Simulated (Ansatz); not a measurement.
Strain and the gap of Ga2O3 (C2/m)

Ga2O3 (C2/m) from a database of computed structures, relaxed with r2SCAN in Ansatz 0.2.0. It is monoclinic, C2/m (No. 12); a = 12.255 Å, b = 3.039 Å, c = 5.808 Å, β = 103.8° in the conventional setting, 10.50 Å³ an atom. Ga is surrounded by 6 O at 1.94–2.08 Å; Ga is surrounded by 4 O at 1.83–1.87 Å; O is surrounded by 3 Ga at 1.84–1.94 Å; O is surrounded by 4 Ga at 1.87–2.08 Å; O is surrounded by 3 Ga at 1.83–1.94 Å.

The axes x, y and z are those of this cell:
```xyz
10
Lattice="6.1274 -1.5196 -0.0026 6.1274 1.5196 -0.0026 -1.3836 0.0000 5.6411" Properties=species:S:1:pos:R:3 pbc="T T T"
Ga    3.2335    0.0000    3.8655
Ga    7.6377    0.0000    1.7704
Ga   10.8617    0.0000    1.1530
Ga    0.0095    0.0000    4.4829
O     5.1437    0.0000    4.1929
O     5.7275    0.0000    1.4429
O     9.5266    0.0000    2.4578
O     1.3446    0.0000    3.1780
O     1.8613    0.0000    0.6148
O     9.0098    0.0000    5.0211
```

Unstrained: With PBE the valence top lies at k = (0.448, -0.458, -1/2) and the conduction bottom at Γ, 2.367 eV higher; the smallest vertical gap, at Γ, is 2.394 eV. With r2SCAN the valence top lies at k = (0.448, -0.458, -1/2) and the conduction bottom at Γ, 3.023 eV higher; the smallest vertical gap, at Γ, is 3.053 eV. HSE06 gives an indirect gap of 4.180 eV, from k = (0.448, -0.458, -1/2) to Γ; the least direct gap is 4.197 eV at Γ. Least and direct gap differ so little that the kind isn't settled. Meshes: PBE 8×8×4, r2SCAN 8×8×4, HSE06 6×6×4. Strains are changes of length per length. After each strain the atoms were relaxed again with r2SCAN within the symmetry that the strain leaves, so tilts or polar shifts that break it weren't tested; points keep the names that they have in the unstrained zone. Spin-unpolarised throughout; all numbers are computed.

Changes of the least gap in eV (an overlap counts as a negative gap):

| strain | volume change (%) | space group | PBE | r2SCAN | HSE06 | energy rise, r2SCAN (meV/atom) |
| --- | --- | --- | --- | --- | --- | --- |
| uniaxial -3.0 % along z | -3.0 | C2/m | +0.175 | +0.182 | +0.182 | 10.8 |
| uniaxial -2.0 % along z | -2.0 | C2/m | +0.131 | +0.138 | +0.134 | 4.8 |
| uniaxial -1.0 % along z | -1.0 | C2/m | +0.081 | +0.082 | +0.079 | 1.2 |
| uniaxial +1.0 % along z | +1.0 | C2/m | -0.084 | -0.087 | -0.092 | 1.1 |
| uniaxial +2.0 % along z | +2.0 | C2/m | -0.173 | -0.179 | -0.188 | 4.6 |
| uniaxial +3.0 % along z | +3.0 | C2/m | -0.265 | -0.274 | -0.289 | 10.1 |

Uniaxial -3.0 % along z, other directions held. HSE06: the gap goes from 4.180 to 4.362 eV (+0.182 eV); it turns from indirect ((0.448, -0.458, -1/2) → Γ) to direct (Γ); least and direct gap lie within 0.04 eV, so its kind isn't settled. Stress change with r2SCAN, compression positive: xx +4.44, yy +2.78, zz +11.16, xz +0.30 GPa.

Uniaxial -2.0 % along z, other directions held. HSE06: the gap goes from 4.180 to 4.314 eV (+0.134 eV); it turns from indirect ((0.448, -0.458, -1/2) → Γ) to direct (Γ); least and direct gap lie within 0.04 eV, so its kind isn't settled. Stress change with r2SCAN, compression positive: xx +2.89, yy +1.80, zz +7.33, xz +0.19 GPa.

Uniaxial -1.0 % along z, other directions held. HSE06: the gap goes from 4.180 to 4.259 eV (+0.079 eV); it turns from indirect ((0.448, -0.458, -1/2) → Γ) to direct (Γ); least and direct gap lie within 0.04 eV, so its kind isn't settled. Stress change with r2SCAN, compression positive: xx +1.41, yy +0.87, zz +3.61, xz +0.09 GPa.

Uniaxial +1.0 % along z, other directions held. HSE06: the gap goes from 4.180 to 4.088 eV (-0.092 eV); the edges go from (0.448, -0.458, -1/2) → Γ to (0.448, -0.453, -1/2) → Γ. Stress change with r2SCAN, compression positive: xx -1.35, yy -0.81, zz -3.50, xz -0.09 GPa.

Uniaxial +2.0 % along z, other directions held. HSE06: the gap goes from 4.180 to 3.992 eV (-0.188 eV); the edges go from (0.448, -0.458, -1/2) → Γ to (0.448, -0.448, -1/2) → Γ. Stress change with r2SCAN, compression positive: xx -2.63, yy -1.56, zz -6.89, xz -0.17 GPa.

Uniaxial +3.0 % along z, other directions held. HSE06: the gap goes from 4.180 to 3.891 eV (-0.289 eV); the edges go from (0.448, -0.458, -1/2) → Γ to (0.443, -0.448, -1/2) → Γ. Stress change with r2SCAN, compression positive: xx -3.85, yy -2.26, zz -10.15, xz -0.27 GPa.

Where an edge lies off the special points, it is a point of the mesh or the k point where a search put PBE's edge or least direct gap, reused for the other functionals, whose own edges may lie a little apart.

Coordinates of k points refer to the reciprocal vectors of the primitive cell of the runs.

The meshes of the hybrids are coarse, so their gaps aren't converged to the digits shown.
